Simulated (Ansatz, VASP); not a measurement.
# CdSe (Cadmoselite) in VASP and in Ansatz

Contents of INCAR:

```
ALGO = Normal
EDIFF = 1E-6
EDIFFG = -0.005
ENCUT = 600
GGA = PE
IBRION = 2
ISIF = 3
ISMEAR = 0
LASPH = True
LCHARG = False
LREAL = False
LWAVE = False
NELM = 100
NSW = 100
PREC = Accurate
SIGMA = 0.02
```

KPOINTS

```
k-points
0
Gamma
  9 9 6
```

The input POSCAR:

```
CdSe
1.0
    4.3825548697      0.0000000000      0.0000000000
   -2.1912774349      3.7954038507      0.0000000000
    0.0000000000      0.0000000000      7.1556282808
Cd Se
2 2
Direct
    0.3333333333      0.6666666667      0.0046130448
    0.6666666667      0.3333333333      0.5046130448
    0.3333333333      0.6666666667      0.3803869552
    0.6666666667      0.3333333333      0.8803869552
```

Input for Ansatz:

```yaml
crystal:
  lattice:
    - [4.3825548697, 0.0, 0.0]
    - [-2.1912774349, 3.7954038507, 0.0]
    - [0.0, 0.0, 7.1556282808]
  atoms:
    - { symbol: Cd, position: [0.3333333333, 0.6666666667, 0.0046130448] }
    - { symbol: Cd, position: [0.6666666667, 0.3333333333, 0.5046130448] }
    - { symbol: Se, position: [0.3333333333, 0.6666666667, 0.3803869552] }
    - { symbol: Se, position: [0.6666666667, 0.3333333333, 0.8803869552] }
basis:
  ecutwfc: 420
kpoints:
  mp_grid: { grid: [9, 9, 6] }
hamiltonian:
  xc: pbe
scf:
  occupations: { method: gaussian, width: 0.02 }
output:
  forces: true
  stress: true
  eigenvalues: true
relax:
  adjacent_minimum: "off"
  f_tol: 0.005
  max_steps: 80
  cell: { stress_tol: 0.05 }
```

Alike in both runs: task relaxation of cell and atoms; functional PBE; k mesh 9 × 9 × 6; occupations gaussian, width 0.02 eV; no spin polarisation.

|  | VASP | Ansatz |
| --- | --- | --- |
| version | VASP 6.6.1 | Ansatz 0.2.0 |
| potentials or method | VASP PAW PBE potentials, release 64 (Cd, Se) | scalar-relativistic, plane waves, PAW |
| plane-wave cutoff (eV) | 600 | 420 |
| valence electrons in the cell | 36 | 72 |

VASP gave:

* gap on the k mesh at the Fermi level, each at its own relaxed structure (eV): 0.53
* relaxed volume (Å³/atom): 29.88
* relaxed cell length with the largest relative difference (Å): 4.389

Problem. Estimate Ansatz's values.

Solution. gap on the k mesh at the Fermi level, each at its own relaxed structure (eV): 0.54; relaxed volume (Å³/atom): 29.76; relaxed cell length with the largest relative difference (Å): 4.383.

The two sets of potentials don't hold the same shells in valence.

Expect the measured gap to be larger: semilocal functionals such as PBE lack the derivative discontinuity. Zero-point motion and thermal expansion aren't in these numbers. PBE usually gives volumes a little too large and moduli too small.
